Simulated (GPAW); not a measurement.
# Collinear magnetic orders of zigzag V chain, bond 2.761 A with GPAW, part 2 of 2

A self-consistent run ends on one state, which hangs on the start. Several orders of zigzag V chain, bond 2.761 A are started in GPAW and their energies compared.

GPAW 26.7.0; LDA; plane waves with GPAW's PAW setups, scalar-relativistic.

So far, largest spin moment in the augmentation sphere (μB): step 2 (start 1: ferro ++) 2.76; step 3 (antiferromagnetic, start moments [1.5, -1.5] μB) 2.52.

## Step 4: Order 3, typed as antiferro q=(0,0,1/2) +-+-

An opposed order shows whether the pairs that it reverses prefer unlike signs.

The cell is doubled to 4 atoms to hold this order. Its mesh is chosen so that both cells sample the same points.

The input, order3.py:

```python
import json
import numpy as np
from ase import Atoms
from ase.parallel import paropen, parprint
from gpaw import GPAW

atoms = Atoms(['V', 'V', 'V', 'V'],
    cell=[[12.0, 0.0, 0.0],
         [0.0, 12.0, 0.0],
         [0.0, 0.0, 6.6264]],
    scaled_positions=[[0.40796667, 0.5, 0.0],
         [0.40796667, 0.5, 0.5],
         [0.59203333, 0.5, 0.25],
         [0.59203333, 0.5, 0.75]],
    pbc=True,
    magmoms=[1.5, -1.5, 1.5, -1.5])
atoms.calc = GPAW(mode={'name': 'pw', 'ecut': 550},
    xc='LDA',
    kpts={'size': (1, 1, 4), 'gamma': True},
    occupations={'name': 'fermi-dirac', 'width': 0.1},
    convergence={'density': 1e-05, 'energy': 1e-05},
    maxiter=200,
    symmetry={'tolerance': 1e-4},
    txt='order3.txt')
e = atoms.get_potential_energy(force_consistent=True)
res = {'free_energy': e, 'energy_sigma0': atoms.get_potential_energy(), 'fermi_energy': atoms.calc.get_fermi_level()}
res['moments'] = atoms.get_magnetic_moments().tolist()
res['total'] = atoms.get_magnetic_moment()
parprint('site moments (muB):', np.round(res['moments'], 3))
parprint(f"total moment: {res['total']:.3f} muB")
parprint(f'free energy: {e:.6f} eV')
atoms.calc.write('order3.gpw')
with paropen('results.json', 'w') as f:
    json.dump(res, f)
```

Started as:

```
$ OMP_NUM_THREADS=1 python3 order3.py > order3.log
```

Log:

```text
site moments (muB): [ 2.564 -2.564  2.564 -2.564]
total moment: -0.000 muB
free energy: -21.186185 eV

--- order3.txt ---
Input parameters:
  mode=PW(ecut=550),
  convergence={'density': 1e-05, 'energy': 1e-05},
  kpts=MonkhorstPack(size=(1, 1, 4), gamma=True),
  maxiter=200,
  occupations=Occupations(name='fermi-dirac', width=0.1),
  symmetry=Symmetry(tolerance=0.0001),
  xc=XC(name='LDA')

[...]
|         21 |        -3.356 |     0.991 |        -3.356 |     0.991 |
[...]
|         31 |        -1.582 |     0.000 |        -1.582 |     0.000 |
|         32 |        -1.329 |     0.000 |        -1.328 |     0.000 |
|         33 |        -1.039 |     0.000 |        -1.039 |     0.000 |
|        ... |               |           |               |           |
|         35 |        -0.652 |     0.000 |        -0.652 |     0.000 |

No gap
No difference between direct/indirect transitions


[key lines of the parts left out:]
Free energy:     -21.186185
Converged in 20 steps
dipole moment: (0.000005, 0.000000, -15.576435)  # |e|*Ang
Fermi level: -2.881
```

Wall time 2.3 min (1 MPI rank of Intel Xeon Platinum 8488C (Sapphire Rapids), shared host); peak memory 0.67 GiB.

Spin moment in the augmentation sphere by atom:

```csv
atom,spin moment in the augmentation sphere (μB)
V1,2.56
V2,-2.56
V3,2.56
V4,-2.56
```

Read from the output:

| Quantity | Value |
| --- | --- |
| magnetization | 0 μB |
| final state | antiferromagnetic |

It lies 130 meV a seeded atom under the first start, and its largest moment is 2.56 μB against 2.76 μB.

## Step 5: Run 4 (no spin polarisation)

A run without seeds gives the energy of the state without moments.

The input, nospin.py:

```python
import json
import numpy as np
from ase import Atoms
from ase.parallel import paropen, parprint
from gpaw import GPAW

atoms = Atoms(['V', 'V'],
    cell=[[12.0, 0.0, 0.0],
         [0.0, 12.0, 0.0],
         [0.0, 0.0, 3.3132]],
    scaled_positions=[[0.40796667, 0.5, 0.0],
         [0.59203333, 0.5, 0.5]],
    pbc=True)
atoms.calc = GPAW(mode={'name': 'pw', 'ecut': 550},
    xc='LDA',
    kpts={'size': (1, 1, 8), 'gamma': True},
    occupations={'name': 'fermi-dirac', 'width': 0.1},
    convergence={'density': 1e-05, 'energy': 1e-05},
    maxiter=200,
    symmetry={'tolerance': 1e-4},
    txt='nospin.txt')
e = atoms.get_potential_energy(force_consistent=True)
res = {'free_energy': e, 'energy_sigma0': atoms.get_potential_energy(), 'fermi_energy': atoms.calc.get_fermi_level()}
parprint(f'free energy: {e:.6f} eV')
atoms.calc.write('nospin.gpw')
with paropen('results.json', 'w') as f:
    json.dump(res, f)
```

Started as:

```
$ OMP_NUM_THREADS=1 python3 nospin.py > nospin.log
```

Log:

```text
free energy: -9.530006 eV

--- nospin.txt ---
Input parameters:
  mode=PW(ecut=550),
  convergence={'density': 1e-05, 'energy': 1e-05},
  kpts=MonkhorstPack(size=(1, 1, 8), gamma=True),
  maxiter=200,
  occupations=Occupations(name='fermi-dirac', width=0.1),
  symmetry=Symmetry(tolerance=0.0001),
  xc=XC(name='LDA')

Diagonalizing LCAO Hamiltonian
Converting LCAO to pw mode
        .----------------------------.
[...]
|          0 |       -66.718 |     2.000 |
|        ... |               |           |
|          6 |       -40.762 |     2.000 |
|          7 |       -40.744 |     2.000 |
|          8 |        -5.842 |     2.000 |
|          9 |        -4.402 |     2.000 |
[...]
|         16 |        -2.399 |     0.011 |
|         17 |        -2.370 |     0.008 |
|         18 |        -1.962 |     0.000 |
|         19 |        -1.330 |     0.000 |

No gap
No difference between direct/indirect transitions


[key lines of the parts left out:]
Free energy:      -9.530006
Converged in 16 steps
dipole moment: (-0.000005, 0.000000, -7.920079)  # |e|*Ang
Fermi level: -2.918
```

Wall time 24 s (1 MPI rank); peak memory 0.29 GiB.

Read from the output:

* final state: non-magnetic (no spin polarisation)

It lies 402 meV a seeded atom over the first start.

## Step 6: Energies of the orders

These are free energies at a smearing of 0.1 eV, so its entropy term is in the differences. They are divided by the number of seeded atoms, so that cells of unlike size compare. Wavevectors q in the names are fractions of the reciprocal vectors of the first run's cell.

Orders:

| start | final state | typed order kept | energy over the lowest (meV a seeded atom) | largest site moment (μB) | net moment (μB a primitive cell) | mesh matched | CPU time (s) |
| --- | --- | --- | --- | --- | --- | --- | --- |
| ferro ++ | ferromagnetic | yes | 189.7 | 2.758 | 7.442 | yes | 63.32 |
| antiferro +- | antiferromagnetic | yes | 0 | 2.524 | 0 | yes | 49.65 |
| antiferro q=(0,0,1/2) +-+- | antiferromagnetic | yes | 59.82 | 2.564 | 0 | yes | 135.9 |
| no spin polarisation | non-magnetic | - | 591.4 | 0 | 0 | yes | 24.3 |

## Step 7: Results

| Quantity | Value |
| --- | --- |
| lowest state found | antiferromagnetic (typed antiferro +-) |
| largest site moment | 2.52 μB |
| next state | antiferromagnetic, 59.8 meV a seeded atom higher |
| energy gained by spin polarisation | 591 meV a seeded atom |

What this shows: The lowest state found is antiferromagnetic, reached from the start antiferro +-, with moments up to 2.52 μB. The next state costs 60 meV a seeded atom. Only 4 starts are shown; other collinear patterns, canted and longer-period orders are not.

[Logs and program files are shortened in this print: banners, set-up blocks, solver, clock and traceback lines can be left out without a mark of their own.]

[Logs are printed without paths, hosts, clocks, repeated set-up lines and the standing remarks that a program may print on its own settings, such as how far it seeks lower states.]

[Hosts, paths, dates, database ids (printed as entryN), source tags and the programs' standing remarks are cut or masked in the printed files.]

[Where a cell is said to come from a database of computed structures, the database is the Materials Project.]
